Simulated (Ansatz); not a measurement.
# HfSiO4: the cost of one run

Method: DFT PBE, scalar-relativistic, plane waves, PAW, in Ansatz 0.2.0.

1 further run of the same task is left out (it didn't finish).

### Step 1. The starting structure

The structure is hexagonal, space group P-6m2 (No. 187). Conventional cell: a = 4.243 Å, b = 4.243 Å, c = 4.930 Å, α = 90.00°, β = 90.00°, γ = 120.00°. Around Hf (site symmetry -6m2) lie 9 O at 2.45 to 2.70 Å. Si (site symmetry -6m2) has 3 O at 1.36 Å as nearest neighbours. O (site symmetry mm2) has 1 Si at 1.36 Å as nearest neighbours. O (site symmetry -6m2) is surrounded by 3 Hf at 2.45 Å and 2 Si at 2.47 Å.

Structure file:

```cif
data_structure
_symmetry_space_group_name_H-M 'P 1'
_symmetry_Int_Tables_number 1
_cell_length_a 4.2434
_cell_length_b 4.2434
_cell_length_c 4.9305
_cell_angle_alpha 90.000
_cell_angle_beta 90.000
_cell_angle_gamma 120.000
_cell_volume 76.89
loop_
_atom_site_label
_atom_site_type_symbol
_atom_site_fract_x
_atom_site_fract_y
_atom_site_fract_z
_atom_site_occupancy
Hf1 Hf 0.33333 0.66667 0.00000 1
Si1 Si 0.66667 0.33333 0.50000 1
O1 O 0.48221 0.51779 0.50000 1
O2 O 0.48221 0.96443 0.50000 1
O3 O 0.03557 0.51779 0.50000 1
O4 O 0.66667 0.33333 0.00000 1
```

Recipe of the guess: random cell by space group and Wyckoff sites (P-6m2, No. 187). Its size is a rough estimate.

### Step 2. A first look at the guess

Contents of input.yaml:

```yaml
crystal:
  lattice:
    - [4.24344156, 0.0, 0.0]
    - [-2.12172078, 3.67492819, 0.0]
    - [0.0, 0.0, 4.93046563]
  atoms:
    - { symbol: Hf, position: [0.33333333, 0.66666667, 0.0] }
    - { symbol: Si, position: [0.66666667, 0.33333333, 0.5] }
    - { symbol: O, position: [0.48221361, 0.51778639, 0.5] }
    - { symbol: O, position: [0.48221361, 0.96442723, 0.5] }
    - { symbol: O, position: [0.03557277, 0.51778639, 0.5] }
    - { symbol: O, position: [0.66666667, 0.33333333, 0.0] }
basis:
  ecutwfc: 420
kpoints:
  mp_grid: { grid: [6, 6, 4] }
hamiltonian:
  xc: pbe
scf:
  occupations: { method: gaussian, width: 0.1 }
  lower_state_search: "off"
output:
  forces: true
  stress: true
  eigenvalues: true
```

Command:

```
ansatz run input.yaml --threads 1 --pin off --max-ram 2560MiB --backend cpu --events-out ev --progress --plain --runs-dir out
```

Q: Estimate wall time and peak memory on 1 thread of Intel Xeon at 2.70GHz, shared host.

About 9.6 s, with a peak of 0.36 GiB.
